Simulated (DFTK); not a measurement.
A run of DFTK 0.8.2:

File run.jl:

```julia
using DFTK
using PseudoPotentialData
using Unitful, UnitfulAtomic
using LinearAlgebra, Printf
include("save.jl")
disable_threading()

# lattice vectors are the columns
lattice = austrip(1u"Å") * [           0.0   2.1839935596   2.1839935596;
             2.1839935596            0.0   2.1839935596;
             2.1839935596   2.1839935596            0.0]
symbols   = [:Al, :N]
positions = [[0.0, 0.0, 0.0],
             [0.25, 0.25, 0.25]]
pseudopotentials = PseudoFamily("dojo.nc.sr.pbesol.v0_4_1.standard.upf")
elements = Dict(s => ElementPsp(s, pseudopotentials) for s in unique(symbols))
atoms    = [elements[s] for s in symbols]

build_model(lattice, positions; symmetries=true) =
    model_DFT(lattice, atoms, positions;
              functionals=PBEsol(),
              temperature=austrip(0.05u"eV"),
              smearing=Smearing.FermiDirac(),
              symmetries)
Ecut  = 42.0  # hartree
kgrid = [10, 10, 10]
tol   = 1e-6
to_GPa = ustrip(uconvert(u"GPa", 1u"hartree/bohr^3"))

model = build_model(lattice, positions)
basis = PlaneWaveBasis(model; Ecut, kgrid)
display(basis)
scfres = self_consistent_field(basis;
                               tol,
                               nbandsalg=AdaptiveBands(model; n_bands_converge=9))
display(scfres.energies)
@printf "Fermi level: %.6f eV\n" ustrip(auconvert(u"eV", something(scfres.εF, NaN)))
forces = compute_forces_cart(scfres)
println("Forces (eV/Å)")
for (s, f) in zip(symbols, forces)
    @printf "%-3s %12.6f %12.6f %12.6f\n" s ustrip.(auconvert.(u"eV/Å", f))...
end
stress = compute_stresses_cart(scfres)
println("Stress (GPa)")
display(round.(stress * to_GPa; digits=4))
println("Levels at the first k-point (eV): ", round.(ustrip.(auconvert.(u"eV", scfres.eigenvalues[1][1:scfres.n_bands_converge])); digits=4))
save_scf!(scfres; forces, stress)
```

Potentials or basis: dojo.nc.sr.pbesol.v0_4_1.standard.upf (PBEsol).

Command:

```bash
$ julia --threads=1 run.jl  # save.jl only writes the numbers to a file and isn't shown; printed stress counts tension as positive; times include loading and compiling
```

Hardware: 1 thread of Intel(R) Xeon(R) 6975P-C (Granite Rapids), on a shared host.

Q: Estimate the wall time of this run.

A: It took 98 s on 1 thread of Intel(R) Xeon(R) 6975P-C (Granite Rapids) (shared host), peak memory 1.8 GiB. Counts: scf iterations 11, k points 73, plane waves 1850, bands 9.
